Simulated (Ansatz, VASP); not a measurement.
**GaN in VASP and in Ansatz**

INCAR

```
  PREC = Accurate
  ENCUT = 520
  EDIFF = 1E-7
  ISMEAR = -1
  SIGMA = 0.05
  LREAL = False
  LASPH = True
  NELM = 60
  ALGO = Normal
  ISIF = 2
  LWAVE = False
  LCHARG = False
  GGA = PE
  NBANDS = 16
```

KPOINTS

```
regular mesh
0
Gamma
  11 11 11
```

POSCAR

```
GaN
1.0
    0.0000000000      2.1063769354      2.1063769354
    2.1063769354      0.0000000000      2.1063769354
    2.1063769354      2.1063769354      0.0000000000
Ga N
1 1
Direct
    0.0000000000      0.0000000000      0.0000000000
    0.5000000000      0.5000000000      0.5000000000
```

File input.yaml:

```yaml
crystal:
  lattice:
    - [0.0, 2.1063769354, 2.1063769354]
    - [2.1063769354, 0.0, 2.1063769354]
    - [2.1063769354, 2.1063769354, 0.0]
  atoms:
    - { symbol: Ga, position: [0.0, 0.0, 0.0] }
    - { symbol: "N", position: [0.5, 0.5, 0.5] }
hamiltonian:
  xc: pbe
  pseudopotentials: { kind: paw }
kpoints:
  mp_grid: { grid: [11, 11, 11] }
scf:
  occupations: { method: fermi_dirac, width: 0.05 }
output:
  forces: true
  stress: true
  eigenvalues: true
```

Change from the starting cell: volume scaled by 0.96.

Alike in both runs: task single point; functional PBE; k mesh 11 × 11 × 11; occupations fermi-dirac, width 0.05 eV; no spin polarisation.

|  | VASP | Ansatz |
| --- | --- | --- |
| version | VASP 6.6.1 | Ansatz 0.2.0 |
| potentials or method | VASP PAW PBE potentials, release 64 (Ga_d, N) | Ansatz PAW |
| plane-wave cutoff (eV) | 520 | 420 |
| valence electrons in the cell | 18 | 18 |

VASP gave:

```
gap on the k mesh at the Fermi level (eV) : 0.80
least direct gap on the mesh (eV)         : 2.87
pressure (GPa)                            : 9.9
```

Estimate Ansatz's values.

gap on the k mesh at the Fermi level (eV): 0.81; least direct gap on the mesh (eV): 2.87; pressure (GPa): 9.0.

With one functional, cell and mesh, what is left measures potentials, basis and numerics.

Caveats: an odd mesh through Γ misses points on the zone boundary, where band edges often lie (VASP); odd divisions of the mesh miss points on the zone boundary, where band edges often lie, so the gap on the mesh can be too wide (Ansatz); the pressure holds a Pulay correction of +0.6 GPa for the finite cutoff (Ansatz).
